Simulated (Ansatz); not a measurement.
# Te2Mo: relaxation of cell and atoms with PBE+D4

Te2Mo, a slab with vacuum:

```
Te Mo
1.0
     3.56242    0.00000    0.00000
    -1.78121    3.08514    0.00000
     0.00000    0.00000   31.56327
Te Mo
6 3
Direct
  0.00000 0.00000 0.05676
  0.33333 0.66667 0.28899
  0.33333 0.66667 0.82440
  0.33333 0.66667 0.17560
  0.33333 0.66667 0.71101
  0.00000 0.00000 0.94324
  0.33333 0.66667 0.00000
  0.00000 0.00000 0.23231
  0.00000 0.00000 0.76769
```

```json
{
  "Program": "Ansatz 0.2.0",
  "Task": "relaxation of cell and atoms",
  "Functional": "PBE",
  "Dispersion": "D4",
  "Potentials or basis": "Ansatz PAW",
  "Cutoff": "420 eV (not typed: the program's choice for these potentials)",
  "k mesh": "9 × 9 × 1",
  "Occupations": "fermi-dirac, width 0.05 eV",
  "Spin": "no spin polarisation"
}
```

```json
{
  "Relaxed volume": "36.02 Å³/atom",
  "Relaxed cell": "a = 3.502 Å, b = 3.502 Å, c = 30.526 Å, α = 90.00°, β = 90.00°, γ = 120.00°",
  "Space group after relaxing (to 0.05 Å)": "P-6m2 (No. 187)",
  "Energy gained by relaxing": "19.3 meV/atom",
  "Ionic steps": "6",
  "Band gap on the k mesh": "0.81 eV, indirect (least direct gap 1.11 eV)"
}
```

The path:
| step | energy change (eV) | largest force (eV/Å) | volume (Å³) |
| --- | --- | --- | --- |
| 1 | 0.0000 | 0.1817 | 346.90 |
| 2 | -0.0161 | 0.3989 | 313.98 |
| 3 | -0.1762 | 0.0636 | 324.25 |
| 4 | -0.1762 | 0.0545 | 324.57 |
| 5 | -0.1767 | 0.0017 | 324.14 |
| 6 | -0.1737 | 0.0018 | 324.14 |

Final structure:
```
Te Mo
1.0
     3.50163    0.00000    0.00000
    -1.75081    3.03250    0.00000
     0.00000    0.00000   30.52556
Te Mo
6 3
Cartesian
  0.0000 0.0000 1.8152
  0.0000 2.0217 8.6796
  0.0000 2.0217 25.4769
  0.0000 2.0217 5.0487
  0.0000 2.0217 21.8460
  0.0000 0.0000 28.7103
  0.0000 2.0217 0.0000
  0.0000 0.0000 6.8653
  0.0000 0.0000 23.6603
```

Levels at points of the mesh, in eV from the valence-band top:
| k point | band 66 | band 67 | band 68 | band 69 | band 70 | band 71 | band 72 | band 73 |
| --- | --- | --- | --- | --- | --- | --- | --- | --- |
| (0.00, 0.00, 0.00) | -0.99 | -0.95 | -0.08 | 0.00 | 2.90 | 2.90 | 2.96 | 2.96 |

Run time: 2.1 min on 4 threads of Arm Neoverse N1, with other jobs on the host, peak memory 1.1 GiB.

Caveat: odd divisions of the mesh miss points on the zone boundary, where band edges often lie, so the gap on the mesh can be too wide; the plane-wave basis is chosen anew once the cell has moved, so the energies of steps on either side of that aren't comparable; spin-orbit coupling is left out, which moves the levels of the heavy elements. As with any semilocal functional, this PBE gap is likely too small.
